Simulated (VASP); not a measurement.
# CuO: single point with PBE

The system is CuO.

```xyz
2
Lattice="0.0000 2.3273 2.3273 2.3273 0.0000 2.3273 2.3273 2.3273 0.0000" Properties=species:S:1:pos:R:3 pbc="T T T"
Cu    0.0035    0.0118    0.0065
O     1.1878    1.1898    1.1175
```

The cell comes from a database or a generator and needn't be the stable form of this composition.

The cell isn't the ideal one: atoms moved at random, drawn with an rms of 0.05 Å.

```yaml
Program: VASP 6.6.1
Task: single point
Functional: PBE
Potentials_or_basis: VASP PAW PBE potentials, release 64 (Cu, O)
Cutoff: 520 eV
k_mesh: 10 × 10 × 10
Occupations: fermi-dirac, width 0.05 eV
Spin: no spin polarisation
Further_INCAR_settings: ALGO = Normal; EDIFF = 1e-07; NBANDS = 16
```

```yaml
Pressure: -8.9 GPa
Largest_force: 0.169 eV/Å
Band_gap_on_the_k_mesh: none (metal or under the smearing width)
```

Forces on the atoms (eV/Å):
```
Cu   0.071  0.063 -0.139
O   -0.071 -0.063  0.139
```

Stress tensor (GPa, compression positive):
```
-8.91  0.65 -0.37
 0.65 -8.91 -0.39
-0.37 -0.39 -8.93
```

Levels at points of the mesh, in eV from the Fermi level:
```
           k point  band 5  band 6  band 7  band 8  band 9  band 10  band 11  band 12  band 13  band 14
(0.00, 0.00, 0.00)   -1.84   -1.83    0.65    0.67    0.75     0.97    13.84    13.85    13.90    20.25
(0.50, 0.00, 0.00)   -1.76   -1.70   -1.60    0.04    0.11     5.81     7.58    13.30    13.66    17.34
(0.00, 0.50, 0.00)   -1.77   -1.70   -1.61    0.02    0.10     5.82     7.59    13.29    13.69    17.33
(0.00, 0.00, 0.50)   -1.78   -1.74   -1.73   -0.16   -0.10     5.85     7.72    13.46    13.69    17.23
(0.50, 0.50, 0.50)   -1.79   -1.71   -1.67   -0.08    0.02     5.83     7.64    13.31    13.76    17.28
(0.50, 0.50, 0.00)   -2.04   -1.65   -1.27   -1.11   -0.93     5.78     9.21    11.36    14.06    14.21
(0.00, 0.50, 0.50)   -2.04   -1.65   -1.27   -1.06   -0.98     5.78     9.21    11.34    14.11    14.19
(0.50, 0.00, 0.50)   -2.04   -1.65   -1.27   -1.05   -0.98     5.78     9.21    11.34    14.11    14.18
```

Wall time 68 s on 1 thread of Intel(R) Xeon(R) 6975P-C (Granite Rapids) (shared host), peak memory 0.3 GiB.

Caveat: an odd number of electrons without spin polarisation forces a metal; a magnetic or distorted state may lie lower; the run has no spin polarisation, though such a crystal can be magnetic; semilocal functionals often make such compounds metallic where correlation or magnetic order opens a gap, which also shifts bond lengths.
